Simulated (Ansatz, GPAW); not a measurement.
## Ti: 3 runs at one level of theory

```xyz
2
Lattice="2.9500 0.0000 0.0000 -1.4750 2.5548 0.0000 0.0000 0.0000 4.6800" Properties=species:S:1:pos:R:3 pbc="T T T"
Ti    1.4750    0.8516    3.5100
Ti    0.0000    1.7032    1.1700
```

Alike in all runs: task single point; functional PBE; k mesh 10 × 10 × 6; occupations gaussian, width 0.025 eV; no spin polarisation; no spin-orbit coupling. Pressure is positive in compression and, in plane waves, holds the error of the finite cutoff, which Ansatz's Pulay term estimates and takes out.

```tsv
program and potentials	plane-wave cutoff (eV)	notes	pressure (GPa)
Ansatz, Ansatz PAW	420	-	-1.43
GPAW, GPAW PAW data sets (gpaw-data 1.2.1)	600	-	-1.99
Ansatz, all-electron LAPW, scalar-relativistic	-	-	-1.44
```

The pressure spans -1.99 (GPAW, GPAW PAW data sets (gpaw-data 1.2.1)) to -1.43 GPa (Ansatz, Ansatz PAW), with all-electron results at -1.44.

The functional is the same throughout but for its coding, so the spread measures potentials, basis and numerics; runs on potential files found faulty are left out.

All three runs give a negative pressure, so PBE would contract this hcp cell. Its dimensions are close to the measured ones, and the sign fits the functional's known tendency to make titanium slightly too dense. The cohesion behind this pull comes largely from the partly filled 3d band: in a group 4 metal the occupied d states are mainly bonding and draw the atoms together against the repulsion of the sp electrons and the ion cores.

The Ansatz PAW value of -1.43 GPa all but coincides with the all-electron -1.44 GPa, which suggests that its frozen core and projectors add little error to the pressure at this volume. GPAW's -1.99 GPa lies further towards contraction, the direction expected of an incomplete plane-wave basis, though a difference in the data set could act the same way. The offset therefore isn't evidence of a poorer potential. A single mean pressure also leaves open how the contraction would divide between the basal plane and the c axis.
